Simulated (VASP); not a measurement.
VASP inputs for CdS (strained rocksalt)

INCAR

```
PREC = Accurate
LASPH = .TRUE.
LCHARG = .FALSE.
ALGO = Normal
LREAL = .FALSE.
LWAVE = .FALSE.
EDIFF = 1E-7
METAGGA = R2SCAN
SIGMA = 0.02
NELM = 120
NBANDS = 16
IBRION = -1
ISMEAR = -1
ENCUT = 520
ISIF = 2
NSW = 0
```

KPOINTS

```
KPOINTS created by Atomic Simulation Environment
0
Gamma
8 8 8
0 0 0
```

KPOINTS_OPT

```
special points
6
Reciprocal
0.0000000000 0.0000000000 0.0000000000 1
0.5000000000 0.0000000000 0.5000000000 1
0.6250000000 0.2500000000 0.6250000000 1
0.3750000000 0.3750000000 0.7500000000 1
0.5000000000 0.5000000000 0.5000000000 1
0.5000000000 0.2500000000 0.7500000000 1
```

POSCAR

```
Cd S
 1.0000000000000000
     0.0000000000000000    2.8085798417999999    2.6656717241000001
     2.8085798417999999    0.0000000000000000    2.6656717241000001
     2.8085798417999999    2.8085798417999999    0.0000000000000000
 Cd  S
   1   1
Cartesian
  0.0000000000000000  0.0000000000000000  0.0000000000000000
  2.8085798417999994  2.8085798417999994  2.6656717241000001
```

VASP ran with the recommended PBE PAW datasets (18 valence electrons in the cell).

Problem. Estimate the main results of this run.

Solution. gap between bands v and c 0.48 eV; least direct gap 2.03 eV; pressure -2.0 GPa.

Band v is the last that the valence electrons fill when counted band by band, and c is the next. Levels in eV from the top of v:

| point | v−1 | v | c | c+1 |
| --- | --- | --- | --- | --- |
| Γ | -0.71 | -0.71 | 1.31 | 9.53 |
| X | -2.36 | -1.88 | 0.71 | 6.47 |
| K | -3.41 | -1.61 | 2.17 | 6.82 |
| L | -0.24 | 0.00 | 3.93 | 6.11 |
| W | -3.28 | -2.68 | 3.39 | 7.10 |
